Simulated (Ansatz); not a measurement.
Au, DFT, PBE, all-electron PAW with datasets made for the crystal, scalar-relativistic (Ansatz 0.2.0), run on 1 thread of Intel(R) Xeon(R) Platinum 8175M CPU @ 2.50GHz (Skylake/Cascade Lake) on a shared host.

The cell is COD entry 1545302, as deposited and not checked against the literature; nothing was relaxed. The listed cell was then made from it by scaling, straining or moving an atom.

Command: `ansatz run input.yaml --threads 1 --pin off --max-ram 3072MiB --backend cpu --events-out ev --progress --plain --runs-dir out`

```yaml
crystal:
  lattice:
    - [2.8999984104, 0.0, 0.0]
    - [-1.4499992052, 2.5114722944, 0.0]
    - [0.0, 0.0, 5.0264]
  atoms:
    - { symbol: Au, position: [0.3333333333, 0.6666666667, 0.75] }
    - { symbol: Au, position: [0.6666666667, 0.3333333333, 0.25] }
kpoints:
  mp_grid: { grid: [14, 14, 8] }
scf:
  occupations: { method: fermi_dirac, width: 0.03 }
hamiltonian:
  xc: pbe
  pseudopotentials: { kind: all_electron, datasets: crystal }
output:
  forces: true
  stress: true
  eigenvalues: true
  efg: { contact_densities: true }
```

**Question.** How large is the problem that the program sets up?

**Answer.** 120 irreducible k-points, 337 plane waves at Γ, 15 bands.

**Question.** About how long does it take, and how much memory does it use?

**Answer.** 23 s of wall time for 9 SCF iterations, with a peak of 0.57 GiB. Times on shared machines scatter by tens of per cent.

**Question.** And the same cell and mesh by PAW (frozen-core files), asked for forces, stress, eigenvalues, efg, on the same hardware?

**Answer.** 8.7 s, peak memory 0.46 GiB.
